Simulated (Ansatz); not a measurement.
PbO (h-MgO type), relaxed with r2SCAN. It is hexagonal, P6_3/mmc (No. 194); a = 4.260 Å, c = 5.277 Å in the conventional setting, 20.74 Å³ an atom. Pb has 5 O at 2.46–2.64 Å; O has 5 Pb at 2.46–2.64 Å.

```
Pb O
1.0
     4.26033    0.00000    0.00000
    -2.13016    3.68955    0.00000
     0.00000    0.00000    5.27676
Pb O
2 2
Cartesian
  0.0000 2.4597 1.3192
  2.1302 1.2299 3.9576
  2.1302 1.2299 1.3192
  0.0000 2.4597 3.9576
```

4 runs of Ansatz on this cell differ in the functional (and in the settings that go with it). Levels are in eV from each run's valence top; v1 is the last filled band, c1 the first empty one.

Run A, mean stress -3.8 GPa (compression positive):

| point | v4 | v3 | v2 | v1 | c1 | c2 |
| --- | --- | --- | --- | --- | --- | --- |
| Γ | -3.38 | -2.53 | -2.52 | -2.52 | 3.81 | 4.07 |
| M | -3.29 | -2.96 | -1.82 | -1.30 | 1.77 | 3.89 |
| K | -3.71 | -3.39 | -0.67 | -0.67 | 2.76 | 3.63 |
| A | -2.89 | -2.89 | -1.50 | -1.50 | 3.15 | 3.15 |
| L | -2.63 | -2.63 | -0.72 | -0.72 | 1.34 | 1.34 |
| H | -2.19 | -2.19 | 0.00 | 0.00 | 1.23 | 1.23 |

Run B, mean stress +2.4 GPa (compression positive):

| point | v4 | v3 | v2 | v1 | c1 | c2 |
| --- | --- | --- | --- | --- | --- | --- |
| Γ | -3.38 | -2.54 | -2.53 | -2.53 | 3.88 | 4.15 |
| M | -3.28 | -2.96 | -1.78 | -1.31 | 1.83 | 3.95 |
| K | -3.70 | -3.38 | -0.68 | -0.68 | 2.84 | 3.68 |
| A | -2.90 | -2.90 | -1.51 | -1.51 | 3.24 | 3.24 |
| L | -2.63 | -2.63 | -0.71 | -0.71 | 1.39 | 1.39 |
| H | -2.21 | -2.21 | 0.00 | 0.00 | 1.28 | 1.28 |

Run C, mean stress +0.2 GPa (compression positive):

| point | v4 | v3 | v2 | v1 | c1 | c2 |
| --- | --- | --- | --- | --- | --- | --- |
| Γ | -3.95 | -3.12 | -3.07 | -3.07 | 4.77 | 4.99 |
| M | -3.89 | -3.53 | -1.88 | -1.50 | 2.48 | 4.79 |
| K | -4.33 | -3.97 | -0.79 | -0.79 | 3.62 | 4.51 |
| A | -3.45 | -3.45 | -1.82 | -1.82 | 4.05 | 4.05 |
| L | -3.12 | -3.12 | -0.76 | -0.76 | 2.00 | 2.00 |
| H | -2.73 | -2.73 | 0.00 | 0.00 | 1.95 | 1.95 |

Run D, mean stress +0.2 GPa (compression positive):

| point | v4 | v3 | v2 | v1 | c1 | c2 |
| --- | --- | --- | --- | --- | --- | --- |
| Γ | -4.01 | -3.19 | -3.13 | -3.13 | 5.48 | 5.68 |
| M | -3.97 | -3.60 | -1.93 | -1.55 | 3.14 | 5.47 |
| K | -4.42 | -4.05 | -0.82 | -0.82 | 4.30 | 5.18 |
| A | -3.51 | -3.51 | -1.86 | -1.86 | 4.72 | 4.72 |
| L | -3.18 | -3.18 | -0.78 | -0.78 | 2.65 | 2.65 |
| H | -2.78 | -2.78 | 0.00 | 0.00 | 2.58 | 2.58 |

Task: Match the runs to LDA, PBE, HSE06, PBE0.

Result: A is LDA, B is PBE, C is HSE06, D is PBE0. In order of the gap: LDA 1.23, PBE 1.28, HSE06 1.95, PBE0 2.58 eV.

These are computed values for a spin-unpolarised cell that may be hypothetical; none is a measurement.

Spin-orbit coupling is left out; in compounds of Pb, Bi, Tl or Hg it can lower a gap by up to about 1 eV, split its edges or invert the bands.

The stress of a hybrid is loosely converged in these runs.

The meshes of the hybrids are coarse, so their gaps aren't converged to the digits shown.
